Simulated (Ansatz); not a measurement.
Runs of Ansatz 0.2.0 on MgS. The structure is cubic, space group F-43m (No. 216). The conventional cell has a = 5.666 Å, b = 5.666 Å, c = 5.666 Å, α = 90.00°, β = 90.00°, γ = 90.00°. Around S (site symmetry -43m) lie 4 Mg at 2.45 Å. Around Mg (site symmetry -43m) lie 4 S at 2.45 Å. The cell comes from a database or a generator and needn't be the stable form of this composition.

```csv
task,level,potentials or basis,spin,k mesh,cutoff (eV),smearing,driver,delta,mesh quality,gap on the mesh (eV),pressure (GPa),moment (μB)
electron localisation function,LDA+D4,JTH PAW LDA,"non-collinear, ferromagnetic start",8 × 8 × 8,870,cold 0.05 eV,-,-,not flagged,3.17,(b),0.00
phonons,PBEsol+D3(BJ)+ATM,PseudoDojo stringent,off,6 × 6 × 6,1143,fixed,calculator,0.01,not flagged,3.28,-1.9,-
single point,PBEsol+D3(BJ),JTH PAW,off,8 × 8 × 8,900,fermi-dirac 0.15 eV,-,-,not flagged,3.28,-2.1,-
single point,B3LYP+D4,SPMS NC,off,5 × 5 × 5,762,fermi-dirac 0.01 eV,calculator,-,not flagged,5.00,-,-
electrostatic potential,PBE0,Ansatz PAW earlier set,off,5 × 5 × 5,620,fermi-dirac 0.1 eV,-,-,not flagged,5.20,-,-
single point,SVWN5,JTH PAW LDA,off,8 × 8 × 8,870,fermi-dirac 0.025 eV,-,-,not flagged,3.17,-2.1,-
projected density of states,r2SCANh,JTH PAW,"collinear, program default start",4 × 4 × 4,900,gaussian 0.01 eV,-,-,coarse,(a),-,0.00
electron localisation function,LDA+D4,JTH PAW,"non-collinear, ferromagnetic start",8 × 8 × 8,900,cold 0.05 eV,-,-,not flagged,3.16,-4.0,0.00
```

Alike in all rows: cell as given.

Problem. Estimate the missing entries.

Solution. (a) 4.70; (b) -3.9.

Caveats: some runs use coarse meshes; odd divisions of the mesh miss points on the zone boundary, where band edges often lie, so the gap on the mesh can be too wide (some runs); the potentials were made for another functional, which shifts forces and pressure (some runs); the PAW data sets come from PBE, with cores solved anew for the run's functional, which leaves a small shift of forces and pressure (some runs).

A k mesh can miss the band edges.

Not every run made on this cell is shown here.
